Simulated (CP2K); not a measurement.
Here is a CP2K 2026.2 calculation.

The input p_bands.inp:

```
&GLOBAL
  PROJECT p_bands
  RUN_TYPE ENERGY_FORCE
  PRINT_LEVEL LOW
&END GLOBAL
&FORCE_EVAL
  METHOD QS
  STRESS_TENSOR ANALYTICAL
  &DFT
    BASIS_SET_FILE_NAME BASIS_MOLOPT_UZH
    POTENTIAL_FILE_NAME POTENTIAL_UZH
    &MGRID
      CUTOFF 675
      REL_CUTOFF 60
      NGRIDS 4
    &END MGRID
    &QS
      METHOD GPW
      EPS_DEFAULT 1.0E-9
    &END QS
    &KPOINTS
      SCHEME MONKHORST-PACK 8 1 6
      GAMMA_CENTERED T
      SYMMETRY T
      SYMMETRY_BACKEND SPGLIB
    &END KPOINTS
    &SCF
      SCF_GUESS ATOMIC
      EPS_SCF 1.0E-6
      MAX_SCF 100
      ADDED_MOS 14
      CHOLESKY OFF
      EPS_EIGVAL 1.0E-7
      &DIAGONALIZATION ON
        ALGORITHM STANDARD
      &END DIAGONALIZATION
      &MIXING ON
        METHOD BROYDEN_MIXING
        ALPHA 0.4
        BETA 1.5
        NBUFFER 8
      &END MIXING
      &SMEAR ON
        METHOD FERMI_DIRAC
        ELECTRONIC_TEMPERATURE [K] 1160.452
      &END SMEAR
    &END SCF
    &XC
      &XC_FUNCTIONAL
        &MGGA_X_R2SCAN
        &END MGGA_X_R2SCAN
        &MGGA_C_R2SCAN
        &END MGGA_C_R2SCAN
      &END XC_FUNCTIONAL
    &END XC
    &PRINT
      &KPOINTS ON
      &END KPOINTS
      &MULLIKEN ON
      &END MULLIKEN
      &MO ON
        ENERGIES T
        OCCUPATION_NUMBERS T
        &EACH
          QS_SCF 0
        &END EACH
        ADD_LAST NUMERIC
      &END MO
      &BAND_STRUCTURE
        FILE_NAME bands.bs
        ADDED_MOS 6
        &KPOINT_SET
          UNITS B_VECTOR
          NPOINTS 10
          SPECIAL_POINT GAMMA 0.00000000 0.00000000 0.00000000
          SPECIAL_POINT X -0.50000000 0.00000000 0.00000000
          SPECIAL_POINT S -0.50000000 0.00000000 -0.50000000
          SPECIAL_POINT Y 0.00000000 0.00000000 -0.50000000
          SPECIAL_POINT GAMMA 0.00000000 0.00000000 0.00000000
          SPECIAL_POINT Z 0.00000000 -0.50000000 0.00000000
          SPECIAL_POINT U -0.50000000 -0.50000000 0.00000000
          SPECIAL_POINT R -0.50000000 -0.50000000 -0.50000000
          SPECIAL_POINT T 0.00000000 -0.50000000 -0.50000000
          SPECIAL_POINT Z 0.00000000 -0.50000000 0.00000000
        &END KPOINT_SET
        &KPOINT_SET
          UNITS B_VECTOR
          NPOINTS 10
          SPECIAL_POINT Y 0.00000000 0.00000000 -0.50000000
          SPECIAL_POINT T 0.00000000 -0.50000000 -0.50000000
        &END KPOINT_SET
        &KPOINT_SET
          UNITS B_VECTOR
          NPOINTS 10
          SPECIAL_POINT U -0.50000000 -0.50000000 0.00000000
          SPECIAL_POINT X -0.50000000 0.00000000 0.00000000
        &END KPOINT_SET
        &KPOINT_SET
          UNITS B_VECTOR
          NPOINTS 10
          SPECIAL_POINT S -0.50000000 0.00000000 -0.50000000
          SPECIAL_POINT R -0.50000000 -0.50000000 -0.50000000
        &END KPOINT_SET
      &END BAND_STRUCTURE
    &END PRINT
  &END DFT
  &SUBSYS
    &CELL
      A 3.2837277200 0.0000000000 0.0000000000
      B 0.0000000000 34.8570309900 0.0000000000
      C 0.0000000000 0.0000000000 4.6320847100
      PERIODIC XYZ
    &END CELL
    &COORD
      SCALED
      P   0.5000000000 0.9702614300 0.9078492800
      P   0.5000000000 0.0297385700 0.0921507200
      P   0.0000000000 0.0297385700 0.4078492800
      P   0.0000000000 0.9702614300 0.5921507200
    &END COORD
    &KIND P
      BASIS_SET TZVP-MOLOPT-SCAN-GTH-q5
      POTENTIAL GTH-SCAN-q5
    &END KIND
    &PRINT
      &ATOMIC_COORDINATES ON
      &END ATOMIC_COORDINATES
      &CELL ON
      &END CELL
    &END PRINT
  &END SUBSYS
  &PRINT
    &FORCES ON
    &END FORCES
    &STRESS_TENSOR ON
    &END STRESS_TENSOR
  &END PRINT
&END FORCE_EVAL
```

Potentials or basis: POTENTIAL_UZH P GTH-SCAN-q5; TZVP-MOLOPT-SCAN-GTH basis.

Command:

```console
$ OMP_NUM_THREADS=1 mpirun -n 3 cp2k.psmp -i p_bands.inp -o p_bands.out
```

Q: Estimate the largest force.

A: 0.195 eV/Å.

Q: Predict the band gap on the k mesh.

A: 1.07 eV, direct.

Q: Estimate the band gap along the path.

A: 1.07 eV, direct.

Forces on the atoms (eV/Å):
```
P    0.000 -0.164  0.105
P    0.000  0.164 -0.105
P    0.000  0.164  0.105
P    0.000 -0.164 -0.105
```

Caveat: meta-GGAs are noisy in the vacuum on a uniform grid, which can shift empty levels and the work function; the basis of atomic orbitals isn't converged, which shifts pressures, moduli and gaps. r2SCAN opens gaps a little over a GGA but as a rule still falls short of measured ones.
